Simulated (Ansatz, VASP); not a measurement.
## Two plane-wave programs on SiC

```
Si C
1.0
     0.00000    2.17052    2.17052
     2.17052    0.00000    2.17052
     2.10251    2.10251    0.06801
Si C
1 1
Direct
  0.00000 0.00000 0.00000
  0.75000 0.75000 0.75000
```

Alike in both runs: task single point; functional PBE; k mesh 12 × 12 × 12; occupations gaussian, width 0.05 eV; no spin polarisation.

|  | VASP | Ansatz |
| --- | --- | --- |
| version | VASP 6.6.1 | Ansatz 0.2.0 |
| potentials or method | VASP PAW PBE potentials, release 64 (Si, C) | scalar-relativistic, plane waves, PAW |
| plane-wave cutoff (eV) | 520 | 520 |
| valence electrons in the cell | 8 | 8 |

|  | VASP | Ansatz | Ansatz less VASP |
| --- | --- | --- | --- |
| gap on the k mesh at the Fermi level (eV) | 1.08 | 1.08 | +0.006 |
| least direct gap on the mesh (eV) | 4.27 | 4.27 | +0.007 |
| pressure (GPa) | 19.1 | 19.2 | +0.10 |
| largest component of the traceless stress (GPa) | 10.73 | 10.70 | -0.034 |
| rms of the force components (eV/Å) | 0.456 | 0.458 | +0.0011 |

Atom by atom the forces differ by 0.001 eV/Å (rms over components).

Caveats: so large a pressure means that the cell lies far from this level's equilibrium, or that cutoff or potentials fall short (VASP). A k mesh can miss the band edges.
